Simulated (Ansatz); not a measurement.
Method: Ansatz 0.2.0, DFT PBE, scalar-relativistic, plane waves, PAW. All cells share a 420 eV cutoff and Γ-centred k meshes spaced at most about 0.3 Å⁻¹ (about 0.25 or finer for metals, 2π included). No spin polarisation.

All energies are static (0 K, no zero-point motion).

Question: Which of these relaxed structures of B5As2 is the lowest in energy?
1.

```cif
data_structure
_symmetry_space_group_name_H-M 'Fd-3m:1'
_symmetry_Int_Tables_number 227
_cell_length_a 8.5683
_cell_length_b 8.5683
_cell_length_c 8.5683
_cell_angle_alpha 90.000
_cell_angle_beta 90.000
_cell_angle_gamma 90.000
_cell_volume 629.04
loop_
_atom_site_label
_atom_site_type_symbol
_atom_site_symmetry_multiplicity
_atom_site_Wyckoff_symbol
_atom_site_fract_x
_atom_site_fract_y
_atom_site_fract_z
_atom_site_occupancy
B1 B 8 a 0.25000 0.25000 0.25000 1
B2 B 32 e 0.36696 0.36696 0.36696 1
As1 As 16 d 0.12500 0.62500 0.12500 1
```

2.

```cif
data_structure
_symmetry_space_group_name_H-M 'P-3m1'
_symmetry_Int_Tables_number 164
_cell_length_a 3.1653
_cell_length_b 3.1653
_cell_length_c 8.5965
_cell_angle_alpha 90.000
_cell_angle_beta 90.000
_cell_angle_gamma 120.000
_cell_volume 74.59
loop_
_atom_site_label
_atom_site_type_symbol
_atom_site_symmetry_multiplicity
_atom_site_Wyckoff_symbol
_atom_site_fract_x
_atom_site_fract_y
_atom_site_fract_z
_atom_site_occupancy
B1 B 1 a 0.00000 0.00000 0.00000 1
B2 B 2 d 0.66667 0.33333 0.93761 1
B3 B 2 c 0.00000 0.00000 0.40166 1
As1 As 2 d 0.66667 0.33333 0.69522 1
```

3.

```cif
data_structure
_symmetry_space_group_name_H-M 'Amm2'
_symmetry_Int_Tables_number 38
_cell_length_a 3.2636
_cell_length_b 12.6620
_cell_length_c 4.2259
_cell_angle_alpha 90.000
_cell_angle_beta 90.000
_cell_angle_gamma 90.000
_cell_volume 174.63
loop_
_atom_site_label
_atom_site_type_symbol
_atom_site_symmetry_multiplicity
_atom_site_Wyckoff_symbol
_atom_site_fract_x
_atom_site_fract_y
_atom_site_fract_z
_atom_site_occupancy
B1 B 4 c 0.74151 0.00000 0.31620 1
B2 B 2 b 0.50000 0.00000 0.70187 1
B3 B 4 e 0.50000 0.58873 0.50445 1
As1 As 4 d 0.00000 0.81001 0.00083 1
```

Answer: 2. The next of these, cell 3, lies 49 meV/atom higher. Forms: cell 2 P-3m1; cell 3 Amm2; cell 1 Fd-3m. Counting B atoms around As (those within 1.25 times the shortest such distance or 1.15 times the sum of covalent radii, 1.27 where that leaves under three): cell 2 has As 4; cell 3 has As 2; cell 1 has As 6. Cell 2 holds B–B nets (shortest 1.69 Å); cell 3 holds B–B nets (shortest 1.58 Å) and As–As chains (shortest 2.60 Å); cell 1 holds B–B units of three or more atoms (shortest 1.74 Å). All come from invented guesses. Even the lowest of the cells shown lies +0.35 eV/atom against the elements.

In P-3m1, Amm2 an odd number of electrons in the primitive cell allows no gap without spin; a larger cell or a magnetic state could open one. Cells relaxed within their symmetry can be saddle points. Some structure types and database cells were kept out of the candidates from the start, so a known form may be missing.
